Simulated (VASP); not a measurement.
Wanted: the native input for a VASP 6.6.1 run.

* Task: single point
* Functional: PBEsol
* Potentials or basis: VASP PAW PBE potentials, release 64 (Mg, Se)
* Cutoff: 520 eV
* k mesh: 8 × 8 × 8
* Occupations: tetrahedron
* Spin: no spin polarisation
* Dipole correction: no
* Further INCAR settings: ALGO = Normal; EDIFF = 1e-07; NBANDS = 11

The structure of MgSe lies in POSCAR:

```
MgSe
1.0
    0.0000000000      2.7249310490      2.7249310490
    2.7249310490      0.0000000000      2.7249310490
    2.7249310490      2.7249310490      0.0000000000
Mg Se
1 1
Direct
    0.0000000000      0.0000000000      0.0000000000
    0.5000000000      0.5000000000      0.5000000000
```

The input as run:

INCAR

```
ALGO     = Normal         # electronic algorithm
EDIFF    = 1E-7           # SCF threshold, eV
ENCUT    = 520            # plane-wave cutoff, eV
GGA      = PS             # functional
ISIF     = 2              # what is computed and relaxed
ISMEAR   = -5             # smearing method
LASPH    = True           # aspherical terms in the spheres
LCHARG   = False          # write CHGCAR
LREAL    = False          # projectors in reciprocal space
LWAVE    = False          # write WAVECAR
NBANDS   = 11             # bands
NELM     = 80             # most SCF steps
PREC     = Accurate       # precision mode
SIGMA    = 0.1            # smearing width, eV
```

KPOINTS

```
k-points
0
Gamma
  8 8 8
```

Potentials or basis: VASP PAW PBE potentials, release 64 (Mg, Se).

Command:

```bash
$ cat potpaw_PBE.64/Mg/POTCAR potpaw_PBE.64/Se/POTCAR > POTCAR
$ mpirun -np 1 vasp_std > vasp.out
```

It gave:

| Quantity | Value |
| --- | --- |
| Pressure | -0.1 GPa |
| Band gap on the k mesh | 1.76 eV, indirect (least direct gap 2.50 eV) |

Caveat: the PAW data sets were made with another functional, which shifts forces and pressure a little.

Run time: 10 s on 1 thread of AMD EPYC 9R14 (Zen 4) (shared host), peak memory 0.14 GiB.
